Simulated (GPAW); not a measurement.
Input of a GPAW 26.7.0 run:

Contents of run.py:

```python
from ase.dft.bandgap import bandgap
from ase.io import read, write
from ase.units import GPa
from gpaw import GPAW, PW

atoms = read('AlRu.cif')

calc = GPAW(mode=PW(450),
            xc='LDA',
            kpts={'size': (7, 7, 7), 'gamma': True},
            occupations={'name': 'fermi-dirac', 'width': 0.05},
            setups={'Ru': '8'},
            nbands=-11,
            maxiter=120,
            txt='gpaw.txt')
atoms.calc = calc
energy = atoms.get_potential_energy()
forces = atoms.get_forces()
stress = atoms.get_stress()
calc.write('gs.gpw')
write('result.traj', atoms)
print(f'Energy: {energy:.6f} eV')
print('Forces (eV/A):')
print(forces.round(4))
print('Stress (GPa):', (stress / GPa).round(3))
print('Fermi level:', round(calc.get_fermi_level(), 4), 'eV')
print(f'Gap: {bandgap(calc)[0]:.4f} eV, direct: {bandgap(calc, direct=True)[0]:.4f} eV')
```

The input AlRu.cif:

```cif
data_AlRu
_cell_length_a 2.99160000
_cell_length_b 2.99160000
_cell_length_c 2.99160000
_cell_angle_alpha 90.00000000
_cell_angle_beta 90.00000000
_cell_angle_gamma 90.00000000
_space_group_name_H-M_alt 'Pm-3m'
_space_group_name_Hall '-P 4 2 3'
_space_group_IT_number 221
loop_
_space_group_symop_operation_xyz
'x,y,z'
'-x,-y,-z'
'-y,x,z'
'y,-x,-z'
'-x,-y,z'
'x,y,-z'
'y,-x,z'
'-y,x,-z'
'x,-y,-z'
'-x,y,z'
'-y,-x,-z'
'y,x,z'
'-x,y,-z'
'x,-y,z'
'y,x,-z'
'-y,-x,z'
'z,x,y'
'-z,-x,-y'
'z,-y,x'
'-z,y,-x'
'z,-x,-y'
'-z,x,y'
'z,y,-x'
'-z,-y,x'
'-z,x,-y'
'z,-x,y'
'-z,-y,-x'
'z,y,x'
'-z,-x,y'
'z,x,-y'
'-z,y,x'
'z,-y,-x'
'y,z,x'
'-y,-z,-x'
'x,z,-y'
'-x,-z,y'
'-y,z,-x'
'y,-z,x'
'-x,z,y'
'x,-z,-y'
'-y,-z,x'
'y,z,-x'
'-x,-z,-y'
'x,z,y'
'y,-z,-x'
'-y,z,x'
'x,-z,y'
'-x,z,-y'
loop_
_atom_site_label
_atom_site_type_symbol
_atom_site_symmetry_multiplicity
_atom_site_Wyckoff_symbol
_atom_site_fract_x
_atom_site_fract_y
_atom_site_fract_z
_atom_site_occupancy
Ru1 Ru 1 b 0.5000000000 0.5000000000 0.5000000000 1
Al1 Al 1 a 0.0000000000 0.0000000000 0.0000000000 1
```

Potentials or basis: the program's PAW data sets (release 1.2.1) made for this functional, other valence, pw.

Launch:

```sh
$ OMP_NUM_THREADS=1 python run.py
```

Problem. What does it give for the band gap on the k mesh?

Solution. None (metal or under the smearing width).

Problem. Predict the pressure.

Solution. -5.3 GPa.

Caveat: the cutoff is short for stress and forces, so pressures can be off by a GPa or more.
